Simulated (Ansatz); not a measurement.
**Si: consecutive steps of a trajectory**

The calculation used DFT PBE, scalar-relativistic, plane waves, PAW (Ansatz). The runs took a 420 eV cutoff, a shifted (0.5, 0.5, 0.5 steps) 2×2×2 mesh and Fermi–Dirac smearing (0.1 eV). The mesh is coarse. No spin polarisation.

16 atoms, starting at 1.04 times the perfect crystal's volume (space group Fd-3m, the cell as given, not relaxed at this level); Langevin thermostat and barostat at 1200 K (friction 0.02 fs⁻¹), target pressure 10 GPa; 90 steps of 6 fs. The run is short and not equilibrated. The steps keep the starting cell's plane waves. The time step is on the long side.

Positions in Å, velocities in 0.01 Å/fs, forces in eV/Å; dE is the potential energy from the first frame shown.

```xyz
16
Lattice="0.0000 5.3520 -5.3520 -5.3520 0.0000 -5.3520 -5.3520 5.3520 0.0000" Properties=species:S:1:pos:R:3:v100:R:3:forces:R:3 pbc="T T T" time_fs=180.00 dE_eV=0.0000 T_K=1038
Si   -5.3064    5.5137   -8.0697   -0.5926   -0.2121    0.5690   -0.1208    0.9095   -0.9499
Si   -5.2618    3.0241   -5.3769    0.3472   -0.5116    0.4438   -0.2964   -0.1265   -1.1366
Si   -2.6719    5.5908   -5.3402   -0.0684    0.3008    0.2378    1.6952    2.0598    0.2336
Si   -2.8304    2.7534   -2.6544   -0.0803   -0.5023    0.1343    1.0676    0.4148    0.1666
Si   -7.9581    8.1869   -8.0634   -0.5191    0.2113    0.5861   -1.2690    1.3625    1.1308
Si   -8.0108    5.4190   -5.4675   -0.6684   -0.6399    0.5345   -1.0352    2.4383    0.3524
Si   -5.4164    8.1554   -5.2840   -0.8988    0.2409   -0.5066   -0.2260   -1.1093    2.0507
Si   -5.3645    5.2855   -2.5780    0.3198    0.7211    0.2958    0.0841    1.3847   -0.4058
Si   -4.1376    6.8153   -6.5475   -0.8013    0.4092    1.1264    0.2446    0.1533   -1.5220
Si   -3.8584    4.2889   -4.0962   -1.1346    0.7937    0.8109   -1.5735   -1.4324    2.1635
Si   -6.6099    7.0881   -9.3996    0.4149    0.3956    0.4771    0.7847   -1.9999   -0.4840
Si   -6.7137    4.3102   -6.7896   -0.3350    0.8634    0.5405    0.5437   -2.7676   -0.9762
Si   -6.7286    9.4788   -6.4356    0.8727    0.2495    0.2406   -0.4699   -0.1068   -2.4671
Si   -6.8085    6.6629   -3.9326    1.1097    0.1181    0.6844    0.8531    0.5168    0.2761
Si   -9.3272    9.5644   -9.4943   -0.0374    0.2103   -0.4669   -0.2916   -0.9685    1.3980
Si   -9.4056    6.9052   -6.7637   -0.2780    0.0434   -0.2945    0.0094   -0.7289    0.1700
16
Lattice="0.0000 5.3491 -5.3491 -5.3491 0.0000 -5.3491 -5.3491 5.3491 0.0000" Properties=species:S:1:pos:R:3:v100:R:3:forces:R:3 pbc="T T T" time_fs=186.00 dE_eV=0.2839 T_K=956
Si   -5.3322    5.5025   -8.0247   -0.3031   -0.0455    0.7605    0.4630    1.0699   -1.2440
Si   -5.2319    2.9897   -5.3546    0.5218   -0.5328    0.1834   -0.6504    0.3497   -1.3391
Si   -2.6674    5.6245   -5.3225    0.1627    0.8074    0.3119    1.6039    0.9566    0.7499
Si   -2.8272    2.7128   -2.6482    0.1027   -0.7361    0.0414    0.7353    1.0589    0.3201
Si   -7.9811    8.2049   -8.0295   -0.3149    0.5156    0.3417   -0.5359    1.1961    0.5467
Si   -8.0431    5.3935   -5.4323   -0.4714   -0.0168    0.5324   -0.2630    3.3930    0.2619
Si   -5.4715    8.1446   -5.2912   -0.9176   -0.4695    0.2642    0.8802   -1.2234    2.9168
Si   -5.3443    5.3286   -2.5426    0.2199    0.7575    0.8441   -0.3150    0.8903   -0.3565
Si   -4.1652    6.8227   -6.4921   -0.1555   -0.0772    0.5447    0.5901   -0.1564   -2.1198
Si   -3.9374    4.3209   -4.0427   -1.4074    0.3496    0.8084   -0.0427   -1.3932    1.2747
Si   -6.5737    7.0963   -9.3576    0.6092    0.0100    0.7838    0.1446   -1.9097   -0.2520
Si   -6.7312    4.3429   -6.7603   -0.3724    0.2174    0.3293    0.4914   -3.6080   -0.8503
Si   -6.6705    9.4704   -6.4266    0.7882   -0.2365   -0.0711   -2.0078    1.1353   -2.6414
Si   -6.7347    6.6826   -3.8924    1.1116    0.6094    0.5370   -0.3006    0.0547   -0.2159
Si   -9.3208    9.5573   -9.4947   -0.0096   -0.3181    0.3484   -1.2309   -1.3623    2.0081
Si   -9.4138    6.8991   -6.7891   -0.1173   -0.0951   -0.5927    0.4379   -0.4516    0.9408
16
Lattice="0.0000 5.3464 -5.3464 -5.3464 0.0000 -5.3464 -5.3464 5.3464 0.0000" Properties=species:S:1:pos:R:3:v100:R:3:forces:R:3 pbc="T T T" time_fs=192.00 dE_eV=0.3415 T_K=1182
Si   -5.3419    5.5151   -7.9718   -0.1058    0.5108    0.8593    0.5025    0.6255   -1.3272
Si   -5.1902    2.9727   -5.3409    0.7123    0.0001    0.1829   -1.3081    0.1920   -1.3519
Si   -2.6543    5.6635   -5.2932    0.2120    0.4713    0.6063    1.4391   -0.1873    1.0625
Si   -2.8256    2.6651   -2.6445   -0.1348   -0.7379    0.0489    0.3861    1.7399    0.4146
Si   -7.9977    8.2317   -7.9945   -0.2979    0.4763    0.6433    0.1639    0.8028    0.0957
Si   -8.0667    5.4181   -5.3958   -0.4186    0.8671    0.5948    0.0433    2.7760    0.2573
Si   -5.5176    8.0905   -5.2418   -0.6291   -1.1150    1.2369    1.6831   -0.4243    2.3704
Si   -5.3286    5.3647   -2.4976    0.1515    0.4751    0.6027   -0.9024    0.3071   -0.4739
Si   -4.1721    6.8150   -6.4654   -0.1349   -0.0510    0.2595    0.6909   -0.0354   -1.8903
Si   -4.0193    4.3386   -3.9883   -1.2327    0.3314    0.8458    1.4834   -1.2459    0.3679
Si   -6.5461    7.0770   -9.3010    0.1763   -0.4650    0.9208   -0.0951   -1.2516   -0.4745
Si   -6.7557    4.3368   -6.7501   -0.5837   -0.3443   -0.0513    0.2409   -3.5607   -0.3350
Si   -6.6222    9.4487   -6.4369    0.6437   -0.2768   -0.3043   -2.6407    1.6343   -1.8869
Si   -6.6765    6.7093   -3.8569    0.6133    0.3128    0.5903   -1.2966   -0.7320   -0.1312
Si   -9.3346    9.5305   -9.4361   -0.6118   -0.3657    1.3857   -1.2717   -0.8870    1.4132
Si   -9.4097    6.8817   -6.8232    0.1415   -0.2994   -0.5620    0.8813    0.2465    1.8893
16
Lattice="0.0000 5.3429 -5.3429 -5.3429 0.0000 -5.3429 -5.3429 5.3429 0.0000" Properties=species:S:1:pos:R:3:v100:R:3:forces:R:3 pbc="T T T" time_fs=198.00 dE_eV=0.3708 T_K=1235
Si   -5.3519    5.5501   -7.9279   -0.3736    0.6687    0.4510    0.2337   -0.4282   -1.1293
Si   -5.1392    2.9684   -5.3175    0.7773   -0.1485    0.4543   -2.2418   -0.5070   -1.6201
Si   -2.6268    5.6786   -5.2678    0.5869    0.0876    0.1222    0.8811   -0.8271    1.0217
Si   -2.8281    2.6309   -2.6368   -0.0288   -0.3078    0.1380    0.2184    2.1020    0.3209
Si   -7.9886    8.2578   -7.9459    0.4485    0.5186    0.7384    0.3812    0.2590   -0.5182
Si   -8.0833    5.4956   -5.3635   -0.2926    1.6543    0.3701    0.2311    1.0102    0.3206
Si   -5.5323    8.0290   -5.1467    0.0624   -0.5752    1.6045    2.1185    1.3381    0.2889
Si   -5.3235    5.3922   -2.4604   -0.1222    0.5031    0.5614   -1.1451   -0.2493   -0.6756
Si   -4.1692    6.7928   -6.4685    0.1428   -0.4893   -0.3946    0.7174    0.4397   -0.8146
Si   -4.0833    4.3339   -3.9540   -0.8720   -0.3435    0.1827    2.6154   -0.7684    0.1105
Si   -6.5338    7.0171   -9.2487    0.0804   -1.2435    0.5740   -0.1910    0.0372   -0.9221
Si   -6.7886    4.3061   -6.7646   -0.6841   -0.5083   -0.4934    0.0175   -2.8433    0.5211
Si   -6.6046    9.4416   -6.4682   -0.1400    0.1686   -0.6998   -2.0428    0.8535   -0.1591
Si   -6.6341    6.7148   -3.8237    0.5486   -0.0519    0.4870   -2.3183   -1.4200    0.3969
Si   -9.3679    9.5170   -9.3439   -0.6358    0.1962    1.3757   -0.6280   -0.1832    0.3839
Si   -9.3850    6.8542   -6.8367    0.5028   -0.3685    0.0248    1.1528    1.1869    2.4746
16
Lattice="0.0000 5.3398 -5.3398 -5.3398 0.0000 -5.3398 -5.3398 5.3398 0.0000" Properties=species:S:1:pos:R:3:v100:R:3:forces:R:3 pbc="T T T" time_fs=204.00 dE_eV=0.8100 T_K=983
Si   -5.3815    5.5851   -7.8956   -0.7053    0.4746    0.5206    0.3301   -1.7083   -0.6356
Si   -5.1148    2.9631   -5.2929   -0.1255   -0.0300    0.2317   -2.8285   -1.0676   -1.9179
Si   -2.5919    5.6718   -5.2439    0.4509   -0.2279    0.5372    0.1254   -1.0650    0.6768
Si   -2.8177    2.6195   -2.6376    0.2967   -0.0238   -0.2179   -0.0192    2.0748    0.2822
Si   -7.9627    8.2976   -7.9061    0.2128    0.8689    0.3606   -0.0645   -0.7039   -1.2202
Si   -8.0997    5.5911   -5.3382   -0.3687    1.4500    0.3843    0.6344   -0.7739    0.4697
Si   -5.5141    7.9739   -5.0520    0.4675   -0.9426    1.2457    2.4133    2.9339   -1.7270
Si   -5.3322    5.4122   -2.4317   -0.2139    0.2383    0.3286   -0.5842   -0.5430   -0.8620
Si   -4.1593    6.7680   -6.4893    0.1257   -0.1603   -0.3000    0.9103    0.8998    0.3815
Si   -4.1131    4.3111   -3.9354   -0.1572   -0.2671    0.3880    3.0700   -0.1082    0.3623
Si   -6.5153    6.9412   -9.2100    0.3592   -0.9889    0.4879   -0.6932    1.6100   -1.3918
Si   -6.8202    4.2662   -6.7816   -0.5115   -0.6445   -0.1223   -0.0819   -1.9375    1.3085
Si   -6.6173    9.4547   -6.5162   -0.3096    0.3586   -0.8220   -1.0396   -0.0358    1.8445
Si   -6.6077    6.6980   -3.7884    0.1253   -0.4048    0.6445   -3.0636   -1.6726    0.6750
Si   -9.3913    9.5321   -9.2636   -0.2845    0.5172    1.0492   -0.2219    0.0768   -0.3025
Si   -9.3569    6.8345   -6.8072    0.2489   -0.0696    0.7803    1.1131    2.0207    2.0564
16
Lattice="0.0000 5.3369 -5.3369 -5.3369 0.0000 -5.3369 -5.3369 5.3369 0.0000" Properties=species:S:1:pos:R:3:v100:R:3:forces:R:3 pbc="T T T" time_fs=210.00 dE_eV=0.9512 T_K=883
Si   -5.4294    5.6086   -7.8686   -0.9305    0.3198    0.3212    0.9083   -2.5615    0.1643
Si   -5.1389    2.9477   -5.2868   -0.7296   -0.3737   -0.0712   -2.4641   -0.5206   -1.4087
Si   -2.5701    5.6577   -5.2091    0.1689   -0.1429    0.4755   -0.4457   -1.0825    0.1562
Si   -2.7935    2.6340   -2.6376    0.4269    0.5133    0.1652   -0.3425    1.6752    0.2455
Si   -7.9439    8.3280   -7.8904    0.2443    0.2235   -0.0134   -0.3362   -1.3955   -1.5725
Si   -8.1081    5.6662   -5.3115   -0.0189    1.0289    0.4260    1.0049   -1.9896    0.6438
Si   -5.4588    7.9462   -4.9977    1.2288    0.1873    0.4461    1.9334    3.1778   -1.9829
Si   -5.3545    5.4190   -2.4072   -0.4947    0.1131    0.4550    0.6950   -0.2738   -0.7556
Si   -4.1417    6.7646   -6.5047    0.4001    0.1719   -0.2804    1.0470    0.9106    0.8764
Si   -4.0899    4.3006   -3.9048    0.7935   -0.0168    0.5346    2.4530   -0.2392    0.1087
Si   -6.4894    6.8835   -9.2064    0.3163   -0.6852   -0.5605   -1.3594    2.8370   -1.6733
Si   -6.8410    4.2189   -6.7833   -0.2967   -0.7641    0.0022   -0.0165   -1.0499    1.8689
Si   -6.6354    9.4796   -6.5394   -0.3571    0.5762    0.0580   -0.5223   -0.6897    3.0573
Si   -6.6052    6.6634   -3.7515   -0.1339   -0.5450    0.4445   -2.8173   -0.8609   -0.0094
Si   -9.3884    9.5690   -9.2039    0.2093    0.8815    0.7381   -0.2393    0.0471   -0.6560
Si   -9.3342    6.8506   -6.7498    0.2775    0.7277    0.8982    0.5019    2.0153    0.9372
16
Lattice="0.0000 5.3343 -5.3343 -5.3343 0.0000 -5.3343 -5.3343 5.3343 0.0000" Properties=species:S:1:pos:R:3:v100:R:3:forces:R:3 pbc="T T T" time_fs=216.00 dE_eV=0.5473 T_K=1132
Si   -5.4617    5.5997   -7.8449   -0.2377   -0.4941    0.3529    0.8836   -2.2882    0.3252
Si   -5.1952    2.9207   -5.2982   -1.1252   -0.3553   -0.3010   -1.4143    0.6718   -0.4690
Si   -2.5586    5.6503   -5.1780    0.1093   -0.0150    0.4131   -1.0648   -1.1499   -0.4356
Si   -2.7721    2.6599   -2.6257    0.2352    0.3123    0.1682   -0.3916    0.8857    0.0524
Si   -7.9335    8.3253   -7.8960   -0.0130   -0.1652   -0.2934   -0.1681   -1.3055   -1.4377
Si   -8.0938    5.7333   -5.2680    0.3451    1.2061    0.9128    0.8490   -2.9590    0.3973
Si   -5.3765    7.9684   -4.9849    1.2914    0.6033   -0.0220    0.6616    2.3594   -1.2118
Si   -5.3790    5.4395   -2.3950   -0.2884    0.6478   -0.0434    1.8879   -0.4162   -0.3137
Si   -4.1263    6.7731   -6.5164    0.0412    0.2026   -0.2103    1.0177    0.7092    0.9331
Si   -4.0090    4.2922   -3.8593    1.6717   -0.2286    0.8629    0.8678   -0.5903   -0.4104
Si   -6.4898    6.8520   -9.2467   -0.4078   -0.2327   -0.8499   -1.0768    2.9995   -0.8118
Si   -6.8473    4.1675   -6.7640   -0.0146   -0.7875    0.5672    0.1365   -0.1621    2.2459
Si   -6.6621    9.5046   -6.5191   -0.6043    0.3708    0.4935   -0.1075   -1.1292    2.8984
Si   -6.6198    6.6178   -3.7386   -0.3536   -0.6849   -0.1609   -1.7532    0.8801   -0.8360
Si   -9.3814    9.6041   -9.1617   -0.1163    0.4479    0.4993   -0.0763    0.0297   -0.8141
Si   -9.3041    6.8879   -6.6895    0.4911    0.5744    0.8890   -0.2514    1.4652   -0.1121
```

Question: What is the next frame? The thermostat's random kicks make it one of many possible.

Answer:
```xyz
16
Lattice="0.0000 5.3312 -5.3312 -5.3312 0.0000 -5.3312 -5.3312 5.3312 0.0000" Properties=species:S:1:pos:R:3:v100:R:3:forces:R:3 pbc="T T T" time_fs=222.00 dE_eV=0.3006 T_K=1161
Si   -5.4666    5.5685   -7.7974   -0.0898   -0.3605    1.0050    0.2876   -1.5076   -0.4523
Si   -5.2496    2.9308   -5.3155   -0.6695    0.7799   -0.3186   -0.2581    0.9713    0.0949
Si   -2.5528    5.6480   -5.1406   -0.0125    0.0469    0.6685   -1.5017   -1.1335   -1.0682
Si   -2.7520    2.6877   -2.6118    0.3932    0.5593    0.2391   -0.2805   -0.1421    0.0015
Si   -7.9340    8.2978   -7.9247   -0.1163   -0.5403   -0.7444    0.2215   -0.7808   -0.7746
Si   -8.0614    5.7779   -5.2267    0.4951    0.3083    0.2877    0.0127   -3.7221   -0.3225
Si   -5.2869    8.0113   -5.0036    1.4504    0.8937   -0.6201   -0.7470    1.5496   -0.4687
Si   -5.3859    5.4549   -2.3980   -0.0104   -0.0568   -0.0837    2.2187   -0.6582   -0.1359
Si   -4.1124    6.7911   -6.5229    0.3572    0.4923   -0.1379    1.1250    0.3720    0.8633
Si   -3.8958    4.2620   -3.8262    1.8423   -0.6562    0.1475   -0.9483   -0.1818   -0.6030
Si   -6.5013    6.8584   -9.2888   -0.0019    0.5107   -0.5754   -0.1406    2.3666    0.6807
Si   -6.8491    4.1130   -6.7163   -0.1535   -0.8524    0.8943    0.3239    0.7950    2.2444
Si   -6.6881    9.5219   -6.4761   -0.3474    0.3531    0.7100    0.2637   -1.4291    1.8651
Si   -6.6590    6.5959   -3.7550   -0.8838    0.2045   -0.4201    0.1598    2.0907   -0.4853
Si   -9.3736    9.6192   -9.1451    0.2198    0.2620   -0.1047    0.1364    0.2540   -0.6733
Si   -9.2758    6.9074   -6.6406    0.2139    0.1756    0.5502   -0.8730    1.1561   -0.7663
```

Cost: 1 run of about 17 core-minutes (earlier runs that led there not counted), on Arm Neoverse N1 (shared hosts).